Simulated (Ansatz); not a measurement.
## AlAs at -1 GPa: from Born charge to LO–TO splitting and polaron coupling

Theory: DFT LDA, scalar-relativistic, plane waves, PAW in Ansatz. Plane waves to 420 eV; Γ-centred k mesh 8×8×8; fixed occupations. No spin polarisation. Phonons by linear response, acoustic sum rule imposed.

The cell, relaxed at -1 GPa:
```
CELL_PARAMETERS angstrom
0.00000 2.82725 2.82725
2.82725 0.00000 2.82725
2.82725 2.82725 0.00000
ATOMIC_POSITIONS crystal
Al 0.00000 0.00000 0.00000
As 0.75000 0.75000 0.75000
```

The run warned that the force constants aren't converged on this k mesh, so the frequencies and all that is formed from them are rough.

Linear response gives ν_TO = 352.9 cm⁻¹, Born charges ±2.158 e (positive on Al) and ε∞ = 9.524. The primitive cell holds 45.198 Å³, and the masses are 26.982 and 74.922 amu.

Q: Find ν_LO and the static dielectric constant.

A: The long-wave field adds a restoring force: ω_LO² − ω_TO² = Z*²e²/(ε_vac ε∞ μV). In these units ν_LO² − ν_TO² = 4.92064×10⁷ Z*²/(μ V ε∞) cm⁻², with μ = m₁m₂/(m₁ + m₂) = 19.837 amu: 26839 cm⁻². So ν_LO = √(352.9² + 26839) = 389.0 cm⁻¹, and the run gives 389.1. Lyddane–Sachs–Teller then gives ε0 = ε∞ (ν_LO/ν_TO)² = 11.58, against 11.58 in the run (it forms both from the same three quantities, so the match checks the arithmetic only). Between ν_TO and ν_LO the dielectric function is negative and an undamped crystal reflects fully: a reststrahlen band from 25.7 to 28.3 μm.

Q: What do the Clausius–Mossotti polarisability and the Szigeti charge come to?

A: With the Lorentz local field, α = (3V/4π)(ε∞ − 1)/(ε∞ + 2) = 7.98 Å³ for the pair, and e_S = 3Z*/(ε∞ + 2) = 0.56 e. The Born charge includes the electrons' response to the dipole's own local field, and e_S takes that enhancement out. The Lorentz field assumes point-like polarisable ions, a poor picture once ε∞ is this large, since the electron clouds then overlap or are shared, so both numbers are formal here.

Q: How strongly does a slow electron couple to the LO mode?

A: For one isotropic parabolic band, Fröhlich's constant is α_F = (1/ε∞ − 1/ε0) √(m* Ry/ħω_LO), with Ry = 13.606 eV, ħω_LO = 48.2 meV and m* in free-electron masses: α_F = 0.0186 × 16.79 × √m* = 0.31 √m*. The band mass isn't part of this run; for m* = 0.1, 0.3 and 1 it gives 0.10, 0.17, 0.31. In weak coupling the polaron lies α_F ħω_LO below the band edge (8 meV at m* = 0.3) with a mass m*(1 + α_F/6); past α_F of about 5 or 6 that expansion fails. A semilocal functional's ε∞ tends to be too large, which taken alone lowers α_F.

The polar response of AlAs is modest: the lattice raises the dielectric constant only from 9.524 to 11.58, so most of the screening is electronic. This fits a tetrahedral semiconductor with polar covalent sp³ bonds, whose easily polarised valence electrons weaken the long-range field that separates LO from TO. The Born charge of 2.158 e is not a static ionic charge, since it includes the charge that flows along the bonds as the sublattices move apart.

The same screening keeps the Fröhlich coupling small, because the constant depends on the difference between the inverse dielectric constants. For the masses tried, this suggests a large, mobile polaron rather than a self-trapped electron, and a moderate shift in the phonon frequencies would probably not change that. The conduction minimum of AlAs lies near X and has an anisotropic mass, so the one-band estimate gives the scale of the polar coupling but not the electron's mobility, which also depends on deformation-potential and intervalley scattering.
